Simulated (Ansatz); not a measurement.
The parent structure is InCuS2 in the chalcopyrite structure (space group I-42d, No. 122; a = 5.5770 Å, c = 11.2344 Å). Axes: x, y, z lie along a, b, c of the conventional cell.

All numbers come from PBE, PAW, 420 eV (Ansatz, a first-principles code; no spin-orbit coupling).

Strains are applied to the cell and any free atomic positions relax.

One change was made to it. Results:

The shortest interatomic distance decreases by 0.021 Å, from 2.328 Å to 2.307 Å; the pressure (mean of the normal stresses, compression positive) goes from zero to 1.5 GPa.

Name the change that was made.
A. uniaxial strain ε_xx = −0.43 %
B. isotropic strain −5.41 %
C. strain tensor (xx, yy, zz, yz, xz, xy) = (−0.18, −1.00, −1.04, −0.07, −0.20, −0.50) %
D. strain tensor (xx, yy, zz, yz, xz, xy) = (−0.80, −1.55, +2.24, −0.23, −0.06, +0.53) %
E. isotropic strain +2.40 %

C, strain tensor (xx, yy, zz, yz, xz, xy) = (−0.18, −1.00, −1.04, −0.07, −0.20, −0.50) %. For comparison, the pressure in the other runs: isotropic strain +2.40 % gives -3.9 GPa; uniaxial strain ε_xx = −0.43 % gives 0.3 GPa; strain tensor (xx, yy, zz, yz, xz, xy) = (−0.80, −1.55, +2.24, −0.23, −0.06, +0.53) % gives 0.1 GPa; isotropic strain −5.41 % gives 16.2 GPa.

Whether these cells are dynamically stable was not tested. The final runs are not spin-polarised. Gaps under 0.05 eV, about the width of the smearing, are given as zero.
